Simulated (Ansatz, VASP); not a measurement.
# HfC: VASP beside Ansatz

Contents of INCAR:

```
ALGO = Normal ; EDIFF = 1E-7
ENCUT = 520 ; GGA = PE
ISIF = 2 ; ISMEAR = -1
LASPH = True ; LCHARG = True
LELF = True ; LREAL = False
LVHAR = True ; LWAVE = False
NBANDS = 14 ; NELM = 60
PREC = Accurate ; SIGMA = 0.1
```

KPOINTS

```
k-points
0
Gamma
  6 6 6
```

POSCAR

```
HfC
1.0
   -0.0460200000      2.3412800000      2.3591800000
    2.2447700000      0.0541400000      2.2590100000
    2.2973600000      2.2937000000      0.0015500000
Hf C
1 1
Direct
    0.5451300000      0.4898700000      0.4574200000
    0.9764300000      0.9958400000      0.9861200000
```

Input for Ansatz:

```yaml
crystal:
  lattice:
    - [-0.04602, 2.34128, 2.35918]
    - [2.24477, 0.05414, 2.25901]
    - [2.29736, 2.2937, 0.00155]
  atoms:
    - { symbol: Hf, position: [0.54513, 0.48987, 0.45742] }
    - { symbol: C, position: [0.97643, 0.99584, 0.98612] }
basis:
  ecutwfc: 540.0
  xc_grid: 2
kpoints:
  mp_grid:
    grid: [6, 6, 6]
hamiltonian:
  xc: pbe
scf:
  convergence:
    dr2_threshold: 1.0e-09
  occupations:
    method: fermi_dirac
output:
  forces: true
  stress: true
```

Alike in both runs: task single point; functional PBE; k mesh 6 × 6 × 6; no spin polarisation.

```csv
,VASP,Ansatz
version,VASP 6.6.1,Ansatz 0.2.0
potentials or method,"VASP PAW PBE potentials, release 64 (Hf_pv, C)","plane waves, PAW"
plane-wave cutoff (eV),520,540
occupations,"fermi-dirac, width 0.1 eV",fermi-dirac
valence electrons in the cell,14,30
```

|  | VASP | Ansatz | Ansatz less VASP |
| --- | --- | --- | --- |
| pressure (GPa) | 12.9 | 13.3 | +0.44 |
| largest component of the traceless stress (GPa) | 9.17 | 9.15 | -0.025 |
| rms of the force components (eV/Å) | 0.915 | 0.919 | +0.0043 |

Atom by atom the forces differ by 0.004 eV/Å (rms over components). The two sets of potentials don't hold the same shells in valence. Ansatz warned: «stress_scf_threshold_loose».

Caveats: the k mesh is coarse (spacing up to 0.41 Å⁻¹), so the values aren't converged; forces of over 1 eV/Å show positions far from the minimum, so gaps and moduli don't describe the material at rest. Spin-orbit coupling is left out, which matters for the levels of Hf.
